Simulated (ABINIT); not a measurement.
**How far to go with the plane-wave cutoff: InN (P3m1, 4 atoms in the cell)**

```xyz
4
Lattice="1.7611 -3.0504 0.0000 1.7611 3.0504 0.0000 0.0000 0.0000 5.6715" Properties=species:S:1:pos:R:3 pbc="T T T"
In     1.7611    -1.0168     2.8857
In     1.7611     1.0168     0.0000
N      1.7611    -1.0168     4.9852
N      1.7611     1.0168     2.1495
```

Computed with PBE, norm-conserving pseudopotentials (PseudoDojo nc-sr-05 PBE standard) (plane waves; ABINIT).

Base settings: pseudos = [In.upf, N.upf]; ecut = 1143 eV; occopt = 3; tsmear = 0.05 eV; ngkpt = 3 3 2; nshiftk = 1; shiftk = 0 0 0; potentials = PseudoDojo nc-sr-05 PBE standard; nband = 24; kptopt = 1.

The second cell is the first with its lattice scaled by 0.98.

The mesh stays at the base's, so the ladder's end is converged at best in this setting alone.

Only quantities that move along the ladder and can be compared are tabulated.

The count of work is k-points × plane waves × bands × iterations; it is no time. 

The starting cell has typed, rounded lattice constants, without a prior relaxation at this level. Its lattice was rescaled by up to half a per cent. One atom was moved a little off its site on purpose. In the base run, with a pressure of about 9 GPa the cell is away from its equilibrium volume at this level. The run gives no clean gap (levels at the Fermi energy touch, overlap or are partly filled at this smearing), which alone does not show that the compound is a metal. Without a gap this mesh is coarse (it stands for a supercell whose shortest vector is 11 Å).

| ecut | free energy less the last step's (meV/atom) | energy of the compressed cell less the first (meV/atom) | pressure (GPa) | largest difference of a force vector from the last step's (eV/Å) | count of work / last |
|---|---|---|---|---|---|
| 408 eV | 18331.94 | 316.59 | -558.19 | 0.155 | 0.051 |
| 463 eV | 9895.27 | 177.36 | -372.40 | 0.115 | 0.061 |
| 517 eV | 5047.53 | 38.73 | -229.08 | 0.061 | 0.072 |
| 571 eV | 2418.10 | 71.23 | -128.04 | 0.037 | 0.083 |
| 626 eV | 1075.95 | 117.05 | -63.27 | 0.036 | 0.10 |
| 680 eV | 460.85 | 80.84 | -27.06 | 0.016 | 0.11 |
| 789 eV | 70.70 | 75.73 | 1.85 | 0.005 | 0.15 |
| 925 eV | 6.63 | 76.83 | 7.98 | 0.000 | 0.18 |
| 1034 eV | 1.34 | 76.82 | 8.56 | 0.000 | 0.20 |
| 1143 eV | 0.59 | 76.82 | 8.68 | 0.000 | 0.24 |
| 1252 eV | 0.56 | 76.82 | 8.68 | 0.000 | 0.29 |
| 1361 eV | 0.42 | 76.82 | 8.67 | 0.000 | 0.35 |
| 1551 eV | 0.24 | 76.82 | 8.69 | 0.000 | 0.42 |
| 1714 eV | 0.23 | 76.82 | 8.69 | 0.000 | 0.46 |
| 2014 eV | 0.10 | 76.82 | 8.68 | 0.000 | 0.59 |
| 2286 eV | 0.06 | 76.82 | 8.69 | 0.000 | 0.71 |
| 2748 eV | 0.00 | 76.82 | 8.68 | 0.000 | 1.0 |

Coarsest ecut that holds the forces within 0.01 eV/Å of the last step, with all finer ones: 789 eV, at 0.15 of the last step's count of work; the step before is off by 0.016 eV/Å.

Coarsest ecut that holds the free energy within 5 meV/atom of the last step, with all finer ones: 1034 eV, at 0.20 of the last step's count of work; the step before is off by 6.6 meV/atom.

Coarsest ecut that holds the energy of the compressed cell less the first within 0.2 meV/atom of the last step, with all finer ones: 925 eV, at 0.18 of the last step's count of work; the step before is off by 1.1 meV/atom.

The energy difference between the two cells stays within 1 meV/atom of the last step's from 925 eV on, the total only from 1143 eV on: much of the error is common to both cells and cancels.

At the lowest cutoff the pressure lies 567 GPa under the last step's, the usual sign of Pulay stress in an incomplete plane-wave basis.
